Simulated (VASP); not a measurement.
C: from C11, C12, C44 to the moduli of a polycrystal

The cell as given, ahead of any relaxation:

It takes space group Fd-3m (No. 227, cubic). Conventional cell: a = 3.567 Å, b = 3.567 Å, c = 3.567 Å, α = 90.00°, β = 90.00°, γ = 90.00°. C (site symmetry -43m) is surrounded by 4 C at 1.54 Å.

Constants in GPa on the cubic axes, for the cell relaxed at the run's level, with the atoms relaxed in the strained cells where symmetry lets them move; no spin polarisation, no spin-orbit coupling. Meshes are those of the run's cell of 2 atoms. Occupations: fermi-dirac 0.05 eV (run 1); fermi-dirac 0.05 eV (run 2). Space group Fd-3m.

| run | level | program and potentials | k mesh | cell | C11 | C12 | C44 |
| --- | --- | --- | --- | --- | --- | --- | --- |
| 1 | LDA | VASP, LDA PAW files C, 600 eV | 10 × 10 × 10 | relaxed, 5.52 Å³ an atom | 1100.2 | 147.9 | 592.2 |
| 2 | PBE | VASP, PBE PAW files C, 600 eV | 10 × 10 × 10 | relaxed, 5.69 Å³ an atom | 1049.5 | 124.3 | 559.4 |

Q: For run 2, work out the bulk, shear and Young's moduli of a random polycrystal, Poisson's ratio and the anisotropy, and test the cell's stability.

A: From the values as printed: B = (C11 + 2 C12)/3 = 432.7 GPa. Voigt: G_V = (C11 - C12 + 3 C44)/5 = 520.7; Reuss: G_R = 5 C44 (C11 - C12)/[4 C44 + 3 (C11 - C12)] = 516.2; Hill's mean, from the unrounded bounds, G = 518.4 GPa. Young's modulus E = 9BG/(3B + G) = 1111.4 GPa, Poisson's ratio ν = (3B - 2G)/[2(3B + G)] = 0.072. Zener's ratio 2 C44/(C11 - C12) = 1.21, so the crystal is stiffest along ⟨111⟩ and softest along ⟨100⟩. C11 > |C12|, C11 + 2 C12 > 0 and C44 > 0 hold, so the cell is stable against small uniform strains, which says nothing of soft phonons. An equation of state at this level (VASP, PBE PAW files C, 520 eV; mesh 13 × 13 × 13) gives B0 = 433.9 GPa at its minimum of 5.71 Å³ an atom, against 5.69 here; a relaxation on the stress at a finite cutoff ends a little under the energy's minimum. Measured bulk modulus: 443 GPa (arxiv:1701.05631); the runs are for a static lattice. Over the runs shown B spans 432.7 to 465.3 GPa and C44 559.4 to 592.2.

Diamond resists shear even more strongly than compression: in run 2 the polycrystalline shear modulus, 518.4 GPa, exceeds the bulk modulus, 432.7 GPa, which is rare among solids. The reason lies in the directional sp³ bonds, whose angles are costly to bend, whereas in a typical metal shear meets far less resistance. The same angular stiffness keeps C12 well below C44 in both runs, a clear departure from central-force behaviour, and gives the very small Poisson's ratio. The anisotropy is modest, so the Voigt and Reuss bounds nearly coincide and the averaged moduli depend little on the averaging scheme.

LDA gives the smaller volume and the larger value of all three constants, probably because its stronger binding shortens and stiffens the bonds. The measured bulk modulus lies between the two results, closer to PBE. Since zero-point motion softens the real lattice slightly, correcting for it would widen PBE's shortfall and reduce LDA's excess. These moduli describe the linear response only and don't establish hardness or fracture strength.
